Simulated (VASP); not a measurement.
Here is a VASP 6.6.1 calculation.

Contents of INCAR:

```
SYSTEM = Sb
ALGO = Normal
EDIFF = 1E-6
EDIFFG = -0.005
ENCUT = 600
IBRION = 2
ISIF = 3
ISMEAR = -1
LASPH = .TRUE.
LCHARG = .FALSE.
LMIXTAU = .TRUE.
LREAL = .FALSE.
LWAVE = .FALSE.
METAGGA = R2SCAN
NELM = 100
NSW = 60
PREC = Accurate
SIGMA = 0.05
```

The input KPOINTS:

```
k-points
0
G
  8 8 8
  0 0 0
```

The input POSCAR:

```
Sb
1.0
    2.1542000000      1.2437279499      3.7580000000
   -2.1542000000      1.2437279499      3.7580000000
    0.0000000000     -2.4874558998      3.7580000000
Sb
2
Direct
    0.7665100000      0.7665100000      0.7665100000
    0.2334900000      0.2334900000      0.2334900000
```

Potentials or basis: VASP PAW PBE potentials, release 64 (Sb).

Command:

```sh
$ cat potpaw_PBE.64/Sb/POTCAR > POTCAR
$ mpirun -np 1 vasp_std > vasp.out
```

(1) Estimate the relaxed cell.

(2) What does it give for the relaxed volume?

(3) Estimate the space group after relaxing (to 0.05 Å).

Results:

(1) a = 4.608 Å, b = 4.608 Å, c = 4.608 Å, α = 56.26°, β = 56.26°, γ = 56.26°.

(2) 31.60 Å³/atom.

(3) R-3m (No. 166).

Caveat: the PAW data sets were made with another functional, which shifts forces and pressure a little.
